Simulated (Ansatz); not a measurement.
**AlCo3: how the energy converges with the cutoff**

AlCo3, Pm-3m, a = 3.575 Å. The structure is a Materials Project entry; whether it is the stable form wasn't checked. Ansatz: r2SCAN, PAW, cutoff varied, Γ-centred 12×12×12 mesh on 4 atoms, Gaussian smearing 0.10 eV; collinear spin, largest moment 1.6 μB. Single points at one geometry, the cutoff alone changed; ΔE is the energy at zero smearing over the run at 850 eV. The run at 150 eV ended in another magnetic state and is left out. The runs up to 460 eV lie under the cutoff recommended for these PAW datasets.

```
cutoff (eV)  ΔE (meV/atom)
        200       16448.86
        250        3171.17
        300         411.03
        350          35.65
        380           8.92
        460              ?
        500           1.53
        520           1.15
        600           0.67
        700           0.47
```

Assume ΔE falls exponentially with the cutoff, fit y = ln ΔE against x, the cutoff in eV, to the other rows, and predict the missing value.

y = 9.708, 8.062, 6.019, 3.574, 2.188, 0.425, 0.140, -0.400, -0.755. Means x = 422.2, y = 3.2179; Σ(Δx)² = 225356, ΣΔxΔy = -4866; the slope is their ratio. y = 12.33 − 0.02159 x, a factor of ten per 107 eV. At 460 eV this gives ΔE = 11.01 meV/atom. The run gave 2.83, a ratio of 3.89. Between neighbouring rows the decay runs from a factor of ten per 47 eV to one per 649 eV, so one exponential is only a rough guide. The fast fall gives way to a slow tail.